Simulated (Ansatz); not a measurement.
System: Re (fcc type), 1 atom in the cell.

All numbers below come from PBE with spin–orbit coupling, all-electron LAPW, point nucleus (Ansatz 0.2.0 development build).

k-mesh 4×4×4 Γ-centred; Fermi–Dirac smearing of 0.15 eV.

```
Re
1.0
     0.00000    1.95740    1.95740
     1.95740    0.00000    1.95740
     1.95740    1.95740    0.00000
Re
1
Direct
  0.00000 0.00000 0.00000
```

**Question.** Is the cell under compression or tension, and by how much?

**Answer.** The pressure is 4.01 GPa, so at these settings the cell is compressed and would expand.

The k-mesh is coarse, so these values belong to this mesh and can lie far from the converged ones. This cubic structure is a model: it isn't the usual form of the substance at ambient conditions, and such phases are metastable or hypothetical.
